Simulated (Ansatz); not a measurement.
# CdS in Ansatz: convergence with ecutfock ratio

Crystal: CdS.

```xyz
2
Lattice="4.2612 0.0000 0.0000 -2.1306 3.6903 0.0000 0.0000 0.0000 5.8042" Properties=species:S:1:pos:R:3 pbc="T T T"
Cd    0.0000    0.0000    2.5695
S     2.1306    1.2301    2.5208
```

Measurements of this composition are mostly on another form, of space group No. 186.

```yaml
Program: Ansatz 0.2.0
Task: convergence study
Functional: PBE0
Potentials_or_basis: Ansatz NC with PseudoDojo standard (PBE files)
Cutoff: 1071 eV
Density_cutoff: 4284 eV
k_mesh: 4 × 4 × 3
Occupations: gaussian, width 0.05 eV
Spin: no spin polarisation
```

These are the settings of the first run; the series varies ecutfock ratio, with any setting tied to it.

Hardware: 2 threads of Intel(R) Xeon(R) 6975P-C (Granite Rapids), with other jobs on the host.

```tsv
ecutfock ratio	energy less the tightest run, at zero smearing (meV/atom)	SCF cycles	CPU time (s)	peak memory (GiB)
1	0.00	19	82	0.94
2	0.00	19	240	0.94
3	0.00	19	230	4.5
4	0.00	19	210	4.5
```

Against the tightest run, the energy stays within 1 meV/atom from 1 on. The tightest run that finished is the yardstick and may itself not be fully converged.

Caveat, for the tightest run too: the k mesh is coarse (spacing up to 0.43 Å⁻¹), so the values aren't converged, least of all with exact exchange.
